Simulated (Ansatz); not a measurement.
# GaN (F-43m) in Ansatz: single point with PBE

Aim: the single point of GaN with PBE.

Program: Ansatz 0.2.0. These are calculated values, not measurements. Logs are shortened: lines on timing, memory, paths and dates and some standing lists are left out, and cuts for length are marked.

**Measured values to compare with.**

From a printed reference work, textbook, for a bulk crystal of GaN at 0 K: band gap 3.299 eV (direct).

The runs below are set against these values where they give the same quantity.

## Step 1: The crystal as given

Symmetry: F-43m, No. 216, cubic system. The conventional cell has a = 4.507 Å, b = 4.507 Å, c = 4.507 Å, α = 90.00°, β = 90.00°, γ = 90.00°. Ga (site symmetry -43m) has 4 N at 1.95 Å as nearest neighbours. N (site symmetry -43m) has 4 Ga at 1.95 Å as nearest neighbours.

The cell is a database's computed one.

## Step 2: Single point, PBE

input.yaml

```yaml
crystal:
  lattice:
    - [0.0, 2.2535006075, 2.2535006075]
    - [2.2535006075, 0.0, 2.2535006075]
    - [2.2535006075, 2.2535006075, 0.0]
  atoms:
    - { symbol: Ga, position: [0.0, 0.0, 0.0] }
    - { symbol: "N", position: [0.25, 0.25, 0.25] }
kpoints:
  mp_grid: { grid: [8, 8, 8] }
scf:
  occupations: { method: fermi_dirac, width: 0.05 }
hamiltonian:
  xc: pbe
  pseudopotentials: { kind: all_electron, datasets: crystal }
output:
  forces: true
  stress: true
  eigenvalues: true
  elf: true
  volumetric_format: npy
```

Potentials or basis: all-electron PAW datasets made for the crystal.

Started as:

```bash
ansatz run input.yaml --threads 1 --pin off --max-ram 3072MiB --backend cpu --events-out ev --progress --plain --runs-dir out
```

What it wrote:

```text
Warning: RAYON_NUM_THREADS=1 ignored (pool sized by the plan → 1); use --threads N
hamiltonian.pseudopotentials.datasets: crystal makes datasets for this crystal and solves the spheres of its atoms anew in each pass: cutoff 440.0 eV, the density's 1760.0 eV; for an error of 0.50 meV an atom under PBE, 1.0 meV for the cell; an energy difference from a run of another recipe may be off by several times the error for the cell, under r2SCAN by more, where some 0.1 meV an atom stays at smaller errors; N in spheres of 0.873 Å, 5 of its electrons in bands; Ga in spheres of 1.074 Å, 13 of its electrons in bands, 8 on its site; only band paths and densities of states list, in semicore columns, the levels of the semicore shells that are solved separately: 3s of Ga, 3p of Ga
Engine: ansatz 0.2.0, aarch64-unknown-linux-gnu
Pseudopotentials: kind: all_electron
Pseudopotential: Ga, paw, valence charge 21, recommended cutoff 440 eV (normal), crystal/all_electron/pbe/scalar/gaussian/Ga, Koelling and Harmon's equation, gaussian nucleus
Pseudopotential: N, paw, valence charge 5, recommended cutoff 440 eV (normal), crystal/all_electron/pbe/scalar/gaussian/N, Koelling and Harmon's equation, gaussian nucleus
Functional definition: PBE
  parameter kappa = 0.804
  parameter beta = 0.06672455060314922
  exchange = pbe_x(kappa = kappa, mu = beta*pi^2/3)
  correlation = pbe_c(beta = beta)
Crystal: 2 atoms, lattice volume = 22.888 Å³
Basis set: ecut = 440 eV, 531 PW (Γ), exchange–correlation on 48×48×48 points (8 copies of the dense FFT grid, shifted against one another)
Bands: 13, of which v1, the nominal top of the filled ones, is band 9 counted from 1 (8 counted from 0)
Symmetry: 24 space group operations
Space group: F-43m (ITA 216), of the structure as read, at distance tolerance 2.8e-5 Å
k-points: 29 of 512 (time reversal used)
Non-local potential: Ga, projectors of the file, l = 0: 1, l = 1: 1, l = 2: 2
Non-local potential: N, projectors of the file, l = 0: 1, l = 1: 1
PAW form: soft (Blöchl's): semilocal exchange-correlation on the pseudo side does not see the compensation charge
PAW one-centre angular grid: Ga, 590 points (default); XC on its mesh's 1835 points in the sphere
PAW one-centre angular grid: N, 110 points (default); XC on its mesh's 1911 points in the sphere
Initial density: superposition of atomic densities (neutral atoms: chi_scale 0, normalization atom)
Initial wavefunctions: pseudopotential atomic-orbital guess
Functional: x = pbe(κ = 0.804, μ = 0.2195149727645171), c = pbe(β = 0.06672455060314922)
iter 1 solved again at ethr=3.81e-2 eV; its pass at ethr=1.00e-1 eV (dr2=6.86e0 eV) is discarded
SCF iter   1: F=—  HF=-54392.731477 eV  |F-HF|=—  |Δ(HF+E_count)|=         —  Δρ=1.64e-1  dr2=7.17e0  ethr=3.81e-2  ⟨swp⟩=2.0  Hψ=1815  notcnv=0
preconditioner: auto → none  [insulator: Δε(μ)=3.098 eV  Ē_g=18.411 eV  σ=0.050 eV  W_gap=1.00  n_scr=8 (ndim 8)  ℏωp=32.9 eV  f_vac=0.000  D(μ)=0.00/eV (n_scr^D=0)  ε∞_Penn≈4.2]
SCF iter   2: F=—  HF=-54391.283613 eV  |F-HF|=—  |Δ(HF+E_count)|=    1.45e0  Δρ=9.82e-2  dr2=1.57e0  ethr=3.81e-2  ⟨swp⟩=3.1  Hψ=960  notcnv=0
iter 3 solved again at ethr=2.95e-4 eV; its pass at ethr=8.71e-3 eV (dr2=5.30e-2 eV) is discarded
SCF iter   3: F=—  HF=-54390.852456 eV  |F-HF|=—  |Δ(HF+E_count)|=   4.31e-1  Δρ=2.07e-2  dr2=5.29e-2  ethr=2.95e-4  ⟨swp⟩=2.0  Hψ=1591  notcnv=0
SCF iter   4: F=—  HF=-54390.865173 eV  |F-HF|=—  |Δ(HF+E_count)|=   1.27e-2  Δρ=6.25e-3  dr2=5.35e-3  ethr=2.94e-4  ⟨swp⟩=3.0  Hψ=917  notcnv=0
SCF iter   5: F=—  HF=-54390.858157 eV  |F-HF|=—  |Δ(HF+E_count)|=   7.02e-3  Δρ=1.53e-3  dr2=2.05e-4  ethr=2.97e-5  ⟨swp⟩=3.0  Hψ=1068  notcnv=0
SCF iter   6: F=—  HF=-54390.859180 eV  |F-HF|=—  |Δ(HF+E_count)|=   1.02e-3  Δρ=6.47e-4  dr2=3.73e-5  ethr=1.14e-6  ⟨swp⟩=3.0  Hψ=919  notcnv=0
SCF iter   7: F=—  HF=-54390.859180 eV  |F-HF|=—  |Δ(HF+E_count)|=   1.31e-7  Δρ=1.22e-4  dr2=1.34e-6  ethr=2.07e-7  ⟨swp⟩=2.1  Hψ=641  notcnv=0
SCF iter   8: F=-54390.859179 eV  HF=-54390.859179 eV  |F-HF|=1.10e-9  |Δ(HF+E_count)|=   3.15e-7  Δρ=5.18e-6  dr2=3.62e-9  ethr=7.45e-9  ⟨swp⟩=3.0  Hψ=879  notcnv=0
SCF 1 converged in 8 iterations: F = -54390.859179 eV  dr2 = 3.62e-9
  Residual-converged pass: ⟨swp⟩=3.1  Hψ=727  notcnv=0  max |occ|·‖R‖ = 5.2e-6 eV (tolerance 5.3e-6 eV)  dr2=3.76e-9  dr2_onsite=9.02e-9  max |Δocc| = 1.1e-13
SCF converged after 8 iterations
Free energy (F): -54390.859179 eV
Harris-Foulkes:  -54390.859179 eV  (|F-HF|=1.10e-9)
Internal energy: -54390.859179 eV  (E = F + TS)
E sigma→0 (E₀):  -54390.859179 eV
Past the cutoff: the bands carry plane waves up to 1.75 times it, of which those up to 1.5 times it add -0.000229 eV an atom, each by itself; the spheres take 0.000261 eV an atom off the energy for waves past 1.75 times it
By the cutoff:   a pressure is off by up to 0.009 GPa (1.2 times the spheres' own share and the shells' term, over an atom's volume, and 0.004 GPa: a bound that held against runs at twice the plane waves)
Past the cutoffs: a stress includes 0.0041 GPa for waves and charges beyond them, in addition to the slope of what the spheres take
In the spheres:  the bands' charges fall short by 3.1e-6 e at most (sound up to 1e-3), those of shells solved beside the bands by 4.9e-8 e (sound up to 5e-4)
Fermi energy:    12.301764 eV
--- Per-component energies (eV) ---
  E_band       = 25.834558
  E_kinetic    = 251.903068
  E_local      = -4806.596257  (includes V_loc(G=0)·N_el)
  E_nonlocal   = 9.231447
  E_hartree    = 2307.038880
  E_xc         = -108.183121
  E_vxc        = -135.773865  (∫ρ·V_xc dr)
  E_paw        = -56950.159399  (= ΣΔE_a)
  E_vpaw       = -8495.015413  (= ΣTr[D̂ρ^β])
  E_ewald      = -3682.104142
  E_smearing   = -0.000000  (= −TS)
  E_closure    = 8588.010347  (closes the sum)
  Σ components = -54390.859179   (vs F -54390.859179, Δ=0.00e0)
  The terms above E_closure are by the made datasets' own strengths, without shells solved beside the bands.
--- Forces (eV/Å), atoms counted from 1 ---
  atom   1  Ga     0.00000000    -0.00000000    -0.00000000
  atom   2  N     -0.00000000     0.00000000    -0.00000000
  max |Σ_I F_I| component: 1.67e-16 eV/Å
--- Stress (GPa, compression-positive) ---
        4.920628      -0.000000      -0.000000
       -0.000000       4.920628       0.000000
       -0.000000       0.000000       4.920628
  P = ⅓ Tr σ = 4.9206 GPa (49.206 kbar)
  It holds what live shells' own plane waves past their cutoff add
--- Band table (eV; the first three rows and the last of 29) ---
  k-point 0: bands = ["-4.5279", "-2.0915", "-2.0915", "-2.0915", "-1.7761", "-1.7761", "11.4012", "11.4012", "11.4012", "13.1353", "21.7148"]
  k-point 1: bands = ["-4.3615", "-2.0711", "-2.0711", "-2.0256", "-1.7776", "-1.7776", "9.8758", "11.2395", "11.2395", "14.2832", "21.0078"]
  k-point 2: bands = ["-3.9934", "-2.0311", "-2.0311", "-1.7711", "-1.7711", "-1.7182", "7.5478", "10.8816", "10.8816", "15.4728", "20.1885"]
  k-point 28: bands = ["-3.4762", "-1.9452", "-1.9187", "-1.7662", "-1.7652", "0.2055", "5.7093", "7.7112", "7.7672", "17.6219", "19.7943"]
```

Run time: 7.2 s. Hardware: 1 thread of Arm Neoverse V1, shared host; peak memory 0.45 GiB.

What came out:

| Property | Result |
| --- | --- |
| Free energy | -54390.8592 eV |
| Pressure | 4.9 GPa |
| Band gap on the k mesh | 1.73 eV, direct |

Levels at points of the mesh, in eV from the valence-band top:
```
             k point  band 5  band 6  band 7  band 8  band 9  band 10  band 11
  (0.00, 0.00, 0.00)  -13.18  -13.18    0.00    0.00    0.00     1.73    10.31
 (0.00, 0.00, -0.50)  -13.13  -11.91   -7.03   -0.97   -0.97     4.65     8.73
(0.00, -0.50, -0.50)  -13.10  -11.48   -6.12   -2.70   -2.70     3.36     6.67
```

## Step 3: Against experiment

Step 2. A measured gap of GaN is 3.299 eV (direct; 0 K; a printed reference work, textbook); the calculated 1.73 eV misses it by -1.56 eV. Spin-orbit coupling on Ga is left out. The value is that of PBE, without temperature or zero-point motion. Semilocal functionals fall short of measured gaps as a rule. The cell is a database's relaxed one, not the measured one, which moves gaps too.
